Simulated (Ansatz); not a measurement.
**H2 on Al (111)**

The task, for Al: adsorb H2 from several starts and take the binding apart.

Computed with Ansatz 0.2.0 (DFT PBE+D3(BJ), scalar-relativistic, plane waves, PAW, unless a step's input says otherwise).

2 further runs of the same task are left out: 2 set aside as unsound or not needed.

## Step 1: Starting point

It takes space group P-3m1 (No. 164, trigonal). The conventional cell has a = 2.816 Å, b = 2.816 Å, c = 20.599 Å, α = 90.00°, β = 90.00°, γ = 120.00°. Al (site symmetry 3m) has 9 Al at 2.82 Å as nearest neighbours. Al (site symmetry -3m) is surrounded by 12 Al at 2.82 Å.

Structure file:

```xyz
12
Lattice="5.6324 0.0000 0.0000 -2.8162 4.8778 0.0000 0.0000 0.0000 20.5989" Properties=species:S:1:pos:R:3 pbc="T T T"
Al    1.4081    0.8130    8.0000
Al    0.0000    3.2519    8.0000
Al    4.2243    0.8130    8.0000
Al    2.8162    3.2519    8.0000
Al    2.8162    1.6259   10.2994
Al    1.4081    4.0649   10.2994
Al    0.0000    1.6259   10.2994
Al   -1.4081    4.0649   10.2994
Al   -1.4081    2.4389   12.5989
Al    0.0000    0.0000   12.5989
Al    1.4081    2.4389   12.5989
Al    2.8162    0.0000   12.5989
```

Planes are indexed in the bulk's conventional cell (Fm-3m (No. 225)), a = 3.983 Å, b = 3.983 Å, c = 3.983 Å, α = 90.00°, β = 90.00°, γ = 90.00°.

This (111) slab, 4.6 Å thick as cut, with 16 Å of vacuum, in a 2×2 surface cell; its outer planes are Al (top) and Al (bottom), was relaxed beforehand with its lower half held: -6450.2698 eV, work function 3.85 eV.

## Step 2: H2, flat, over a top (Al) site

File input.yaml:

```yaml
crystal:
  lattice:
    - [5.6324246428, 0.0, 0.0]
    - [-2.8162123214, 4.8778228256, 0.0]
    - [0.0, 0.0, 22.5988554632]
  atoms:
    - { symbol: Al, position: [0.3333333333, 0.1666666667, 0.3540002286] }
    - { symbol: Al, position: [0.3333333333, 0.6666666667, 0.3540002286] }
    - { symbol: Al, position: [0.8333333333, 0.1666666667, 0.3540002286] }
    - { symbol: Al, position: [0.8333333333, 0.6666666667, 0.3540002286] }
    - { symbol: Al, position: [0.6666666667, 0.3333333333, 0.4557499714] }
    - { symbol: Al, position: [0.6666666667, 0.8333333333, 0.4557499714] }
    - { symbol: Al, position: [0.1666666667, 0.3333333333, 0.4557499714] }
    - { symbol: Al, position: [0.1666666667, 0.8333333333, 0.4557499714] }
    - { symbol: Al, position: [0.0, 0.5, 0.5574997142] }
    - { symbol: Al, position: [0.0, 0.0, 0.5574997142] }
    - { symbol: Al, position: [0.5, 0.5, 0.5574997142] }
    - { symbol: Al, position: [0.5, 0.0, 0.5574997142] }
    - { symbol: H, position: [0.0, 0.0, 0.6645847834] }
    - { symbol: H, position: [0.0436327142, 0.1494994268, 0.6645847834] }
basis:
  ecutwfc: 420
kpoints:
  mp_grid: { grid: [4, 4, 1] }
hamiltonian:
  xc: pbe
  dispersion: d3bj
scf:
  occupations: { method: gaussian, width: 0.1 }
output:
  forces: true
  eigenvalues: true
  write_density: true
  write_potential: true
  elf: true
  volumetric_format: npy
relax:
  adjacent_minimum: "off"
  f_tol: 0.04
  max_steps: 100
  constraints: [{ sites: [0, 1, 2, 3] }]
efield:
  axis: 3
  dipole_correction: true
  ramp_width: 0.04
```

Run with:

```
$ ansatz run input.yaml --threads 2 --pin off --max-ram 5120MiB --backend cpu --events-out ev --progress --plain --runs-dir out
```

The session goes on with these runs: H2, tilted, over a top (Al) site; H2, upright, over a hollow (nearest Al) site; the lowest end once more, with its density; the slab alone, frozen as in the lowest end; the molecules alone, frozen as adsorbed.

What does the calculation give? Wanted: H2: lowest end; interaction of the frozen parts; electrons moved above the midplane.

The runs gave:

| quantity | value |
| --- | --- |
| H2: lowest end | E_ads -0.07 eV, upright start over hollow Al-Al-Al |
| interaction of the frozen parts | -0.07 eV a cell |
| cost of deforming the slab | 0.00 eV |
| cost of deforming and crowding the molecules | 0.00 eV |
| electrons moved above the midplane | +0.001 |

In words: H2 binds with 0.07 eV a molecule at best, which is physisorption. In all 0.02 electrons are rearranged, and 0.00 cross the midplane towards the molecule.
